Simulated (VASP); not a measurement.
A run of VASP 6.6.1:

Contents of INCAR:

```
PREC = Accurate
ENCUT = 520
EDIFF = 1E-6
ISMEAR = 1
SIGMA = 0.15
LREAL = False
LASPH = True
NELM = 150
ALGO = Normal
ISIF = 2
LWAVE = False
LCHARG = True
ISPIN = 2
MAGMOM = 1.5 -1.5 0 0
LORBIT = 11
LMAXMIX = 4
LELF = True
LVHAR = True
NBANDS = 27
```

The input KPOINTS:

```
Automatic mesh
0
Gamma
  6 6 4
```

Contents of POSCAR:

```
NiSb
1.0
    3.9280000000      0.0000000000      0.0000000000
   -1.9640000000      3.4017477900      0.0000000000
    0.0000000000      0.0000000000      5.1200000000
Ni Sb
2 2
Direct
    0.0000000000      0.0000000000      0.0000000000
    0.0000000000      0.0000000000      0.5000000000
    0.3333333333      0.6666666667      0.2500000000
    0.6666666667      0.3333333333      0.7500000000
```

Potentials or basis: VASP PAW LDA potentials, release 64 (Ni, Sb).

Launch:

```sh
$ cat potpaw_LDA.64/Ni/POTCAR potpaw_LDA.64/Sb/POTCAR > POTCAR
$ mpirun -np 1 vasp_std > vasp.out
```

Hardware: 1 thread of Intel(R) Xeon(R) Platinum 8488C (Sapphire Rapids) (shared host).

Task: How long does it take, and how much memory?

Result: Wall time 84 s on 1 thread of Intel(R) Xeon(R) Platinum 8488C (Sapphire Rapids), with other jobs on the host, peak memory 0.2 GiB. Counts: scf iterations 15, k points 21.
